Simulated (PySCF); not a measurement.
Several compounds and their computed core spectra got separated.

Level of theory: PySCF, delta-SCF UKS SCAN, pcX-2 on the ionised atom, pcseg-1 elsewhere, spin-free X2C. Geometries: PBE0-D3(BJ)/def2-SVP; isolated species, one conformer each.

Line lists (1s up to Mg, 2p3/2 beyond, nothing for Ge; areas count atoms within a level, one atom standing for each set equivalent by bonding):
1. C 1s: 290.17 (area 1), 290.61 (area 1), 290.79 (area 2) eV
2. C 1s: 290.18 (area 1), 290.48 (area 1) eV; N 1s: 404.33 eV
3. C 1s: 292.25 eV; N 1s: 405.69 eV; Cl 2p3/2: 206.39 eV

Structures:
A. `N#[C][GeH2][Cl]`
B. `C=C1CC1`
C. `C=[CH][GeH2][NH2]`

Match each list to its structure.

- 1 = B: no other candidate has this set of levels. C 1s: 290.17 terminal =CH2 carbon, 290.61 fully substituted alkene carbon, 290.79 allylic carbon (×2).
- 2 = C: no other candidate has this set of levels. C 1s: 290.18 alkene CH carbon, 290.48 terminal =CH2 carbon; N 1s: 404.33 nitrogen bonded to Ge and 2 H.
- 3 = A: no other candidate has this set of levels. C 1s: 292.25 cyano carbon; N 1s: 405.69 cyano nitrogen; Cl 2p3/2: 206.39 chlorine bonded to Ge.

The 2p values aren't plain energy differences: one relaxed spin-free 2p hole is combined with a matrix within the shell (ground-state 2p orbital-energy differences and spin–orbit coupling). 2p3/2, the mean of its two sublevels, lies a third of the splitting below the shell's mean and 2p1/2 two thirds above it; the statistical areas are 2:1.
